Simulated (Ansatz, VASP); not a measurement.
InP: VASP beside Ansatz

Contents of INCAR:

```
SYSTEM = InP
  PREC = Accurate
  ENCUT = 520
  EDIFF = 1E-6
  ISMEAR = -1
  SIGMA = 0.05
  LREAL = .FALSE.
  LASPH = .TRUE.
  NELM = 60
  ALGO = Normal
  ISIF = 2
  LWAVE = .FALSE.
  LCHARG = .TRUE.
  GGA = PS
  LELF = .TRUE.
  LVHAR = .TRUE.
  NBANDS = 16
```

KPOINTS

```
Automatic mesh
0
G
  12 12 12
  0 0 0
```

The input POSCAR:

```
InP
1.0
    0.0000000000      2.9305000000      2.9305000000
    2.9305000000      0.0000000000      2.9305000000
    2.9305000000      2.9305000000      0.0000000000
In P
1 1
Direct
    0.0000000000      0.0000000000      0.0000000000
    0.7500000000      0.7500000000      0.7500000000
```

Input for Ansatz:

```yaml
crystal:
  lattice:
    - [0.0, 2.9305, 2.9305]
    - [2.9305, 0.0, 2.9305]
    - [2.9305, 2.9305, 0.0]
  atoms:
    - { symbol: In, position: [0.0, 0.0, 0.0] }
    - { symbol: P, position: [0.75, 0.75, 0.75] }
kpoints:
  mp_grid: { grid: [12, 12, 12] }
  band_path:
    path:
      - [0.0, 0.0, 0.0]
      - [-0.5, -0.5, 0.0]
      - [-0.375, -0.375, 0.25]
      - [-0.375, 0.0, 0.375]
      - [0.0, 0.0, 0.0]
      - [0.0, 0.0, 0.5]
      - [-0.5, -0.25, 0.25]
      - [-0.5, -0.5, 0.0]
    npoints: 5
scf:
  occupations: { method: fermi_dirac, width: 0.05 }
hamiltonian:
  xc: pbesol
  pseudopotentials: { kind: all_electron, lapw: { basis_error: 0.001 } }
output:
  forces: true
  stress: true
  eigenvalues: true
```

Alike in both runs: task single point; functional PBEsol; k mesh 12 × 12 × 12; occupations fermi-dirac, width 0.05 eV; no spin polarisation.

|  | VASP | Ansatz |
| --- | --- | --- |
| version | VASP 6.6.1 | Ansatz 0.2.0 |
| potentials or method | VASP PAW PBE potentials, release 64 (In_d, P) | all-electron LAPW, scalar-relativistic |
| plane-wave cutoff (eV) | 520 | see its input |

|  | VASP | Ansatz | Ansatz less VASP |
| --- | --- | --- | --- |
| pressure (GPa) | 0.6 | 0.6 | +0.02 |

Ansatz ran all-electron here, so the differences hold the error of VASP's frozen core and of both bases.

Caveats: the PAW data sets were made with another functional, which shifts forces and pressure a little (VASP); spin-orbit coupling is left out, which moves the levels of the heavy elements.
